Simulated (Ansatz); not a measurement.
# MoP under changes of volume

One of the cells (14.353 Å³/atom); the others are scaled copies at fixed shape and fractional positions:

```xyz
2
Lattice="3.2230 0.0000 0.0000 -1.6115 2.7912 0.0000 0.0000 0.0000 3.1910" Properties=species:S:1:pos:R:3 pbc="T T T"
Mo    0.0000    0.0000    0.0000
P     0.0000    1.8608    1.5955
```

| Quantity | Value |
| --- | --- |
| Program | Ansatz 0.2.0 |
| Functional | revPBE0 |
| Potentials or basis | Ansatz PAW |
| Cutoff | 420 eV (not typed: the program's choice for these potentials) |
| k mesh | 5 × 5 × 4 |
| Occupations | fermi-dirac, width 0.05 eV |
| Spin | no spin polarisation |

```csv
volume (Å³/atom),energy over the lowest point (meV/atom),pressure (GPa)
13.492,27.95,13.9
13.779,8.68,7.7
14.066,0.00,2.1
14.353,0.81,-2.9
14.640,10.16,-7.4
14.927,?,?
15.214,51.01,-15.1
```

Q: What does the run at 14.927 Å³/atom give?

A: Energy over the lowest point 27.15 meV/atom; pressure -11.5 GPa.

Worked out: A Birch-Murnaghan fit of order 3 (a polynomial in V^(-2/3)) to the other rows has its minimum at 14.18 Å³/atom with B0 = V·E''(V) = 251 GPa and B' = 4.4 at fixed shape and positions, which overstates the stiffness. It gives 27.15 meV/atom at 14.927 Å³/atom, against the run's 27.15, and -dE/dV = -11.5 GPa, against -11.5.

Energies are extrapolated to zero smearing.

Caveats: all runs use coarse meshes; the PAW data sets come from PBE, with cores solved anew for the run's functional, which leaves a small shift of forces and pressure; the thresholds are loose for stress.
